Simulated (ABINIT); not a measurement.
# SiC (F-43m): G0W0 with ABINIT, start to end

Aim: the G0W0 gap of SiC (F-43m) on LDA, step by step.

Program: ABINIT 10.8.3. Level of theory: LDA and many-body steps on it, plane waves. Results are calculated unless marked as measured.

**The experiments to reproduce.**

- Gap 2.4 eV: Tauc optical (indirect) gap of annealed polycrystalline 3C-SiC; UV-VIS spectroscopic ellipsometry, Tauc analysis; film (CVD ultrathin polycrystalline film, annealed, about 5 nm grains) (“On-Demand CMOS-Compatible Fabrication of Ultrathin Self-Aligned SiC Nanowire Arrays”, 2018, pmc:6267454).

- Gap 2.39 eV: band gap at cryogenic temperature; bulk crystal (literature value) (quoted in “Silicon carbide diodes for neutron detection”, 2020, arxiv:2009.14696).

Most raw output is cut from this account.

### Step 1. Starting point

The structure is cubic, space group F-43m (No. 216). The conventional cell has a = 4.358 Å, b = 4.358 Å, c = 4.358 Å, α = 90.00°, β = 90.00°, γ = 90.00°. Nearest to Si lie 4 C at 1.89 Å. C has 4 Si at 1.89 Å nearest. Farther neighbours are not listed.

The cell and positions come from the Crystallography Open Database and are kept as given unless a step says otherwise.

### Step 2. Ground state

This step: ABINIT 10.8.3; DFT, LDA, plane waves, norm-conserving pseudopotentials.

The ground-state density comes first.

File run.abi:

```
acell 3*1.0 Angstrom
rprim 
  -0.000000000000 2.179000000000 2.179000000000
  2.179000000000 -0.000000000000 2.179000000000
  2.179000000000 2.179000000000 -0.000000000000
ntypat 2
znucl 14 6
natom 2
typat 1 2
xred 
  0.000000000000 0.000000000000 0.000000000000
  0.250000000000 0.250000000000 0.250000000000
pp_dirpath "pseudos"
pseudos "Si.upf, C.upf"
ecut 37
ngkpt 8 8 8
nshiftk 1
shiftk 0 0 0
kptopt 1
chksymbreak 0
nband 9
occopt 1
tolvrs 1e-10
nstep 60
prtwf 0
indata_prefix "in"
outdata_prefix "out"
tmpdata_prefix "tmp"
```

Started as:

```console
OMP_NUM_THREADS=1 mpirun -n 4 abinit run.abi > log
```

Elapsed: 4 s, on 4 MPI ranks of Arm Neoverse V1, shared host; peak memory 0.25 GiB; 15 s of CPU time.

Numbers from this step:

- total energy: -280.7229 eV
- gap: 1.327 eV
- k of the valence top: 0, 0, 0
- k of the conduction bottom: 0.5, 0.5, 0
- least direct gap: 4.526 eV
- pressure: -5.208 GPa

The gap is indirect, with the least direct gap 3.20 eV higher.

The cutoff was set for levels, not for stress, so the pressure can be off by some GPa.

### Step 3. Bands along the symmetry lines

Levels along a band path, at the cheap level, show where the edges lie and whether the meshes to come will hold them.

File run.abi:

```
acell 3*1.0 Angstrom
rprim 
  -0.000000000000 2.179000000000 2.179000000000
  2.179000000000 -0.000000000000 2.179000000000
  2.179000000000 2.179000000000 -0.000000000000
ntypat 2
znucl 14 6
natom 2
typat 1 2
xred 
  0.000000000000 0.000000000000 0.000000000000
  0.250000000000 0.250000000000 0.250000000000
pp_dirpath "pseudos"
pseudos "Si.upf, C.upf"
ecut 37
iscf -2
irdden 1
kptopt 0
nkpt 50
kpt 
  0.00000000 0.00000000 0.00000000
  -0.06250000 -0.06250000 0.00000000
  -0.12500000 -0.12500000 0.00000000
  -0.18750000 -0.18750000 0.00000000
  -0.25000000 -0.25000000 0.00000000
  -0.31250000 -0.31250000 0.00000000
  -0.37500000 -0.37500000 0.00000000
  -0.43750000 -0.43750000 0.00000000
  -0.50000000 -0.50000000 0.00000000
  -0.48437500 -0.48437500 0.03125000
  -0.46875000 -0.46875000 0.06250000
  -0.45312500 -0.45312500 0.09375000
  -0.43750000 -0.43750000 0.12500000
  -0.42187500 -0.42187500 0.15625000
  -0.40625000 -0.40625000 0.18750000
  -0.39062500 -0.39062500 0.21875000
  -0.37500000 -0.37500000 0.25000000
  -0.37500000 0.00000000 0.37500000
  -0.32812500 0.00000000 0.32812500
  -0.28125000 0.00000000 0.28125000
  -0.23437500 0.00000000 0.23437500
  -0.18750000 0.00000000 0.18750000
  -0.14062500 0.00000000 0.14062500
  -0.09375000 0.00000000 0.09375000
  -0.04687500 0.00000000 0.04687500
  0.00000000 0.00000000 0.00000000
  0.00000000 0.00000000 0.06250000
  0.00000000 0.00000000 0.12500000
  0.00000000 0.00000000 0.18750000
  0.00000000 0.00000000 0.25000000
  0.00000000 0.00000000 0.31250000
  0.00000000 0.00000000 0.37500000
  0.00000000 0.00000000 0.43750000
  0.00000000 0.00000000 0.50000000
  -0.06250000 -0.03125000 0.46875000
  -0.12500000 -0.06250000 0.43750000
  -0.18750000 -0.09375000 0.40625000
  -0.25000000 -0.12500000 0.37500000
  -0.31250000 -0.15625000 0.34375000
  -0.37500000 -0.18750000 0.31250000
  -0.43750000 -0.21875000 0.28125000
  -0.50000000 -0.25000000 0.25000000
  -0.50000000 -0.28125000 0.21875000
  -0.50000000 -0.31250000 0.18750000
  -0.50000000 -0.34375000 0.15625000
  -0.50000000 -0.37500000 0.12500000
  -0.50000000 -0.40625000 0.09375000
  -0.50000000 -0.43750000 0.06250000
  -0.50000000 -0.46875000 0.03125000
  -0.50000000 -0.50000000 0.00000000
istwfk *1
nband 14
nbdbuf 5
tolwfr 1e-07
nstep 50
prtwf 0
prtvol 0
indata_prefix "in"
outdata_prefix "out"
tmpdata_prefix "tmp"
```

It took 3.9 s on 4 MPI ranks; peak memory 0.24 GiB; 15 s of CPU time.

This step gave:

| Item | Value |
| --- | --- |
| gap | 1.327 eV |
| k of the valence top | 0, 0, 0 |
| k of the conduction bottom | -0.5, -0.5, 0 |
| least direct gap | 4.526 eV |

The gap is 1.327 eV, as in the run before at this level.

Electronic bands along the path, in eV, zero at the top of the highest filled band; v1 is the highest filled band, c1 the lowest empty one:

```
    point      v4     v3     v2     v1    c1    c2     c3     c4
        Γ  -15.33   0.00   0.00   0.00  6.29  7.20   7.20   7.20
  halfway  -13.72  -3.30  -1.94  -1.94  3.98  6.26  10.45  10.45
        X  -10.22  -7.83  -3.20  -3.20  1.33  4.20  13.81  13.81
  halfway  -10.17  -7.67  -4.25  -3.05  2.06  5.19  13.16  13.38
        U  -10.22  -7.29  -5.57  -2.61  3.05  7.66  11.71  12.30
jump to K  -10.22  -7.29  -5.57  -2.61  3.05  7.66  11.71  12.30
  halfway  -13.54  -4.44  -2.95  -0.54  6.68  7.79   8.15   8.94
        Γ  -15.33   0.00   0.00   0.00  6.29  7.20   7.20   7.20
  halfway  -14.12  -4.28  -0.61  -0.61  5.94  7.81   7.81   9.26
        L  -11.71  -8.56  -1.06  -1.06  5.39  7.15   7.15   9.93
  halfway  -11.05  -7.85  -3.72  -2.27  5.18  7.21  10.04  10.87
        W   -9.98  -7.04  -5.02  -4.71  5.15  9.33   9.37   9.64
  halfway  -10.11  -7.52  -4.09  -4.06  3.02  5.89  11.82  13.13
        X  -10.22  -7.83  -3.20  -3.20  1.33  4.20  13.81  13.81
```

### Step 4. Empty states on the mesh, 8×8×8 mesh, 125 bands

The sums over transitions need many empty states on a uniform mesh; this step solves for them.

File run.abi:

```
acell 3*1.0 Angstrom
rprim 
  -0.000000000000 2.179000000000 2.179000000000
  2.179000000000 -0.000000000000 2.179000000000
  2.179000000000 2.179000000000 -0.000000000000
ntypat 2
znucl 14 6
natom 2
typat 1 2
xred 
  0.000000000000 0.000000000000 0.000000000000
  0.250000000000 0.250000000000 0.250000000000
pp_dirpath "pseudos"
pseudos "Si.upf, C.upf"
ecut 37
ngkpt 8 8 8
nshiftk 1
shiftk 0 0 0
kptopt 1
chksymbreak 0
irdden 1
istwfk *1
nband 125
prtvol 0
optdriver 6
gwr_task "HDIAGO"
paral_kgb 0
occopt 1
indata_prefix "in"
outdata_prefix "out"
tmpdata_prefix "tmp"
```

Wall time 23 s (4 MPI ranks); peak memory 0.75 GiB; 93 s of CPU time.

This step gave:

```
gap                                                           : 1.327 eV
k of the valence top                                          : 0, 0, 0
k of the conduction bottom                                    : 0.5, 0.5, 0
least direct gap                                              : 4.526 eV
k points computed                                             : 29
lowest point of the top converged band, above the valence top : 158.5422 eV
```

On this mesh the gap is 1.327 eV.

### Step 5. Screening, 8×8×8 mesh, 117 bands, screening to 244.9 eV

The RPA dielectric matrix is built and inverted for each q.

This step: RPA screening on LDA, plane waves, norm-conserving pseudopotentials.

Changes to run.abi since step 4:

```diff
@@ -20,10 +20,11 @@
 chksymbreak 0
-irdden 1
 istwfk *1
-nband 125
-prtvol 0
-optdriver 6
-gwr_task "HDIAGO"
-paral_kgb 0
 occopt 1
+irdwfk 1
+optdriver 3
+nband 117
+ecuteps 9
+inclvkb 2
+awtr 1
+symchi 1
 indata_prefix "in"
```

Wall time 3.7 min (4 MPI ranks); peak memory 1.4 GiB; 15 min of CPU time.

This step gave:

```yaml
eps_infinity_with_local_fields_on_this_mesh_along_the_program_s_q_direction: 6.771
the_same_without_local_fields: 7.410
plasma_frequency: 23.09 eV
plane_waves_in_the_screening_matrix: 169
```

Local fields lower ε∞ by 9 %.

### Step 6. Self-energy, 8×8×8 mesh, 117 bands, screening to 244.9 eV

The self-energy is evaluated for the states that the input lists, and the levels follow from it, in one-shot runs by the linearised quasiparticle equation.

This step: G0W0 on LDA, plane waves, norm-conserving pseudopotentials.

File run.abi:

```
acell 3*1.0 Angstrom
rprim 
  -0.000000000000 2.179000000000 2.179000000000
  2.179000000000 -0.000000000000 2.179000000000
  2.179000000000 2.179000000000 -0.000000000000
ntypat 2
znucl 14 6
natom 2
typat 1 2
xred 
  0.000000000000 0.000000000000 0.000000000000
  0.250000000000 0.250000000000 0.250000000000
pp_dirpath "pseudos"
pseudos "Si.upf, C.upf"
ecut 37
ngkpt 8 8 8
nshiftk 1
shiftk 0 0 0
kptopt 1
chksymbreak 0
istwfk *1
occopt 1
irdwfk 1
optdriver 4
nband 117
gwcalctyp 0
ecutsigx 37
symsigma 1
nkptgw 29
kptgw 
  0.0000000000 0.0000000000 0.0000000000
  0.1250000000 0.0000000000 0.0000000000
  0.2500000000 0.0000000000 0.0000000000
  0.3750000000 0.0000000000 0.0000000000
  0.5000000000 0.0000000000 0.0000000000
  0.1250000000 0.1250000000 0.0000000000
  0.2500000000 0.1250000000 0.0000000000
  0.3750000000 0.1250000000 0.0000000000
  0.5000000000 0.1250000000 0.0000000000
  -0.3750000000 0.1250000000 0.0000000000
  -0.2500000000 0.1250000000 0.0000000000
  -0.1250000000 0.1250000000 0.0000000000
  0.2500000000 0.2500000000 0.0000000000
  0.3750000000 0.2500000000 0.0000000000
  0.5000000000 0.2500000000 0.0000000000
  -0.3750000000 0.2500000000 0.0000000000
  -0.2500000000 0.2500000000 0.0000000000
  0.3750000000 0.3750000000 0.0000000000
  0.5000000000 0.3750000000 0.0000000000
  -0.3750000000 0.3750000000 0.0000000000
  0.5000000000 0.5000000000 0.0000000000
  0.3750000000 0.2500000000 0.1250000000
  0.5000000000 0.2500000000 0.1250000000
  -0.3750000000 0.2500000000 0.1250000000
  0.5000000000 0.3750000000 0.1250000000
  -0.3750000000 0.3750000000 0.1250000000
  -0.2500000000 0.3750000000 0.1250000000
  -0.3750000000 0.5000000000 0.1250000000
  -0.2500000000 0.5000000000 0.2500000000
bdgw 
  1 8
  1 8
  1 8
  1 8
  1 8
  1 8
  1 8
  1 8
  1 8
  1 8
  1 8
  1 8
  1 8
  1 8
  1 8
  1 8
  1 8
  1 8
  1 8
  1 8
  1 8
  1 8
  1 8
  1 8
  1 8
  1 8
  1 8
  1 8
  1 8
ecuteps 9
irdscr 1
ppmodel 1
indata_prefix "in"
outdata_prefix "out"
tmpdata_prefix "tmp"
```

It took 37 min on 4 MPI ranks; peak memory 1.5 GiB; 2.5 h of CPU time.

This step gave:

| Quantity | Value |
| --- | --- |
| G0W0 gap on the mesh | 2.248 eV |
| starting gap on the mesh | 1.327 eV |
| k of the valence top | 0, 0, 0 |
| k of the conduction bottom | 0.5, 0.5, 0 |
| Z at the valence top | 0.791 |
| Z at the conduction bottom | 0.819 |
| least direct G0W0 gap on the computed points | 5.695 eV |

The gap on the mesh goes from 1.33 eV to 2.25 eV, a correction of +0.92 eV.

Limits: finite bands, cutoff and mesh. v1 is the top filled band, c1 the lowest empty one. Levels before and after the correction, in eV, zero at the valence-band top of each column:

```
           conduction bottom  valence top
Kohn-Sham               1.33         0.00
     G0W0               2.25         0.00
```

```
                       level  energy (eV)
Kohn-Sham            Γ v3-v1        0.000
Kohn-Sham               Γ c1        6.285
Kohn-Sham            Γ c2-c3        7.203
Kohn-Sham     (0.5 0.5 0) v3       -7.825
Kohn-Sham  (0.5 0.5 0) v2-v1       -3.199
Kohn-Sham     (0.5 0.5 0) c1        1.327
Kohn-Sham     (0.5 0.5 0) c2        4.200
Kohn-Sham     (0.5 0.5 0) c3       13.815
     G0W0            Γ v3-v1        0.000
     G0W0               Γ c1        7.252
     G0W0            Γ c2-c3        8.192
     G0W0     (0.5 0.5 0) v3       -8.165
     G0W0  (0.5 0.5 0) v2-v1       -3.447
     G0W0     (0.5 0.5 0) c1        2.248
     G0W0     (0.5 0.5 0) c2        5.289
     G0W0     (0.5 0.5 0) c3       14.975
```

### Step 7. Where the time went

Times are wall times on 4 MPI ranks of Arm Neoverse V1, shared host, good to a factor of about two.

```
                          step     time  share  memory (GiB)
                  ground state      4 s    0 %          0.25
bands along the symmetry lines    3.9 s    0 %          0.24
      empty states on the mesh     23 s    1 %          0.75
                     screening  3.7 min    9 %           1.4
                   self-energy   37 min   90 %           1.5
```

### Step 8. What came out

| Item | Value |
| --- | --- |
| LDA gap | 1.33 eV, indirect |
| G0W0 gap on the mesh | 2.25 eV |
| GW settings | 8×8×8 mesh, 117 bands, screening to 244.9 eV, Godby-Needs plasmon pole |
| known limits | not at the basis limit |

In words: G0W0 moves the gap on the mesh from 1.33 eV to 2.25 eV (+0.92 eV), with Z of 0.79 and 0.82 at the edges. Local fields lower the RPA ε∞ on this mesh from 7.41 to 6.77. The dearest step here is «self-energy». Against experiment, by G0W0@LDA: the gap of 2.25 eV lies −0.15 eV from the measured 2.4 eV (indirect, 2018); the gap of 2.25 eV lies −0.14 eV from the measured 2.39 eV (kind not stated, quoted 2020). The calculation has static nuclei and no excitons; a measured gap holds zero-point and thermal motion, which mostly lowers it. Bands and cutoff are finite, so the gap is not at the basis limit. The miss can reach some tenths of an eV and take either sign; the mesh is an error of its own.

[Paths, hosts, dates, memory and timing lines, banners, echoed tables and standing remarks are left out of the program output.]

[Logs are printed without paths, hosts, clocks, repeated set-up lines and the standing remarks that a program may print on its own settings, such as how far it seeks lower states.]

[Runs of the session that timed out or met a known fault of the program may be left out.]

[Hosts, paths, dates, database ids (printed as entryN), source tags and the programs' standing remarks are cut or masked in the printed files.]

[G0W0 gaps are taken among the corrected bands and points alone; a level outside them can change the order at an edge.]

[Where Ansatz stands beside ABINIT at settings called matched, ABINIT's density can come from a denser mesh and the files from another edition; pairs whose starting gaps differed by over 0.03 eV were left out, so agreement reads better than it is.]
